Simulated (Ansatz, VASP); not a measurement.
TaN: VASP beside Ansatz

File INCAR:

```
SYSTEM = TaN
PREC = Accurate
ENCUT = 520
EDIFF = 1E-6
ISMEAR = -1
SIGMA = 0.05
LREAL = .FALSE.
LASPH = .TRUE.
NELM = 60
ALGO = Normal
ISIF = 2
LWAVE = .FALSE.
LCHARG = .FALSE.
NBANDS = 15
```

File KPOINTS:

```
Automatic mesh
0
G
  10 10 9
  0 0 0
```

File POSCAR:

```
TaN
1.0
    2.9766623284      0.0000000000      0.0000000000
   -1.4883311642      2.5778651949      0.0000000000
    0.0000000000      0.0000000000      2.9209385612
Ta N
1 1
Direct
    0.0000000000      0.0000000000      0.5000000000
    0.6666666667      0.3333333333      0.0000000000
```

The input input.yaml:

```yaml
crystal:
  lattice:
    - [2.9766623284, 0.0, 0.0]
    - [-1.4883311642, 2.5778651949, 0.0]
    - [0.0, 0.0, 2.9209385612]
  atoms:
    - { symbol: Ta, position: [0.0, 0.0, 0.5] }
    - { symbol: "N", position: [0.6666666667, 0.3333333333, 0.0] }
kpoints:
  mp_grid: { grid: [10, 10, 9] }
scf:
  occupations: { method: fermi_dirac, width: 0.05 }
hamiltonian:
  xc: lda
  pseudopotentials: { kind: all_electron, lapw: { basis_error: 0.001 } }
output:
  forces: true
  stress: true
  eigenvalues: true
```

Change from the starting cell: volume scaled by 1.04.

Alike in both runs: task single point; functional LDA; k mesh 10 × 10 × 9; occupations fermi-dirac, width 0.05 eV; no spin polarisation.

```csv
,VASP,Ansatz
version,VASP 6.6.1,Ansatz 0.2.0
potentials or method,"VASP PAW LDA potentials, release 64 (Ta_pv, N)","all-electron LAPW, scalar-relativistic"
plane-wave cutoff (eV),520,see its input
```

VASP gave:

* gap on the k mesh at the Fermi level (eV): none
* pressure (GPa): -21.9
* largest component of the traceless stress (GPa): 1.91

Problem. Which values does Ansatz return?

Solution. gap on the k mesh at the Fermi level (eV): none; pressure (GPa): -23.3; largest component of the traceless stress (GPa): 2.00.

A gap of «none» marks a metal or a gap that the smearing closes. Ansatz ran all-electron here, so the differences hold the error of VASP's frozen core and of both bases.

Caveats: so large a pressure means that the cell lies far from this level's equilibrium, or that cutoff or potentials fall short (VASP). The runs have no spin-orbit coupling, so splittings on Ta are missing.
